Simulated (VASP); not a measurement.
## AlP: single point with PBEsol

The system is AlP, a slab with vacuum.

```
Al P
1.0
     3.86887    0.00000    0.00000
     0.00000    5.47141    0.00000
     0.00000    0.00000   26.60660
Al P
7 7
Direct
  0.50000 0.56092 0.29909
  0.00000 0.98245 0.35123
  0.50000 0.48664 0.42789
  0.00000 0.98401 0.50000
  0.50000 0.48664 0.57211
  0.00000 0.98245 0.64877
  0.50000 0.56092 0.70091
  0.00000 0.76325 0.27476
  0.50000 0.23292 0.35503
  0.00000 0.73933 0.42633
  0.50000 0.23497 0.50000
  0.00000 0.73933 0.57367
  0.50000 0.23292 0.64497
  0.00000 0.76325 0.72524
```

```yaml
Program: VASP 6.6.1
Task: single point
Functional: PBEsol
Potentials_or_basis: VASP PAW PBE potentials, release 64 (Al, P)
Cutoff: 520 eV
k_mesh: 7 × 5 × 1
Occupations: gaussian, width 0.03 eV
Spin: no spin polarisation
Dipole_correction: yes
Further_INCAR_settings: ALGO = Normal; EDIFF = 1e-07
```

| Item | Value |
| --- | --- |
| Largest force | 0.011 eV/Å |
| Band gap on the k mesh | 1.09 eV, indirect (least direct gap 1.49 eV) |
| Ionisation potential of the upper face | 5.71 eV |

Forces in eV/Å, atoms in the order of the input:
```
Al   0.000  0.003  0.005
Al   0.000 -0.003  0.005
Al   0.000  0.008  0.003
Al   0.000  0.010  0.000
Al   0.000  0.008 -0.003
Al   0.000 -0.003 -0.005
Al   0.000  0.003 -0.005
P    0.000 -0.009  0.000
P    0.000 -0.002  0.004
P    0.000  0.003  0.002
P    0.000 -0.011  0.000
P    0.000  0.003 -0.002
P    0.000 -0.002 -0.004
P    0.000 -0.009  0.000
```

Levels at points of the mesh, in eV from the valence-band top:
```tsv
k point	band 26	band 27	band 28	band 29	band 30	band 31
(0.00, 0.00, 0.00)	-0.15	-0.12	0.00	1.62	2.01	2.52
```

Core levels (eV, on the scale of the bands):
```
atom                           levels
1 Al  1s -1506.0, 2s -103.2, 2p -64.7
2 Al  1s -1505.7, 2s -102.9, 2p -64.4
3 Al  1s -1505.7, 2s -103.0, 2p -64.4
4 Al  1s -1505.7, 2s -102.9, 2p -64.4
5 Al  1s -1505.7, 2s -103.0, 2p -64.4
6 Al  1s -1505.7, 2s -102.9, 2p -64.4
```

Run time: 4.3 min on 4 MPI ranks on Intel(R) Xeon(R) Platinum 8488C (Sapphire Rapids) (shared host), peak memory 0.63 GiB a rank.

Caveat: the PAW data sets were made with another functional, which shifts forces and pressure a little. As with any semilocal functional, this PBEsol gap is likely too small.
